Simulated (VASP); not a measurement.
## TiSi under changes of volume

One of the cells (13.731 Å³/atom); the others are scaled copies at fixed shape and fractional positions:

```
Ti Si
1.0
     1.80139   -2.00809    0.00000
     1.80139    2.00809    0.00000
     0.00000    0.00000    3.79576
Ti Si
1 1
Direct
  0.50000 0.50000 0.00000
  0.00000 0.00000 0.50000
```

The cell comes from a database or a generator and needn't be the stable form of this composition.

```yaml
Program: VASP 6.6.1
Functional: LDA
Potentials_or_basis: VASP PAW LDA potentials, release 64 (Ti_sv, Si)
Cutoff: 520 eV
k_mesh: 8 × 8 × 6
Occupations: fermi-dirac, width 0.05 eV
Spin: no spin polarisation
```

```tsv
volume (Å³/atom)	energy over the lowest point (meV/atom)	pressure (GPa)
13.181	11.36	6.8
13.456	2.82	3.2
13.731	0.00	0.0
14.005	?	?
14.280	9.86	-5.6
```

**Question.** What does the run at 14.005 Å³/atom give?

**Answer.** Energy over the lowest point 2.50 meV/atom; pressure -2.9 GPa.

Worked out: A Birch-Murnaghan fit of order 2 (a polynomial in V^(-2/3)) to the other rows has its minimum at 13.73 Å³/atom with B0 = V·E''(V) = 154 GPa at fixed shape and positions, which overstates the stiffness. It gives 2.55 meV/atom at 14.005 Å³/atom, against the run's 2.50, and -dE/dV = -2.9 GPa, against -2.9.

Energies are extrapolated to zero smearing.
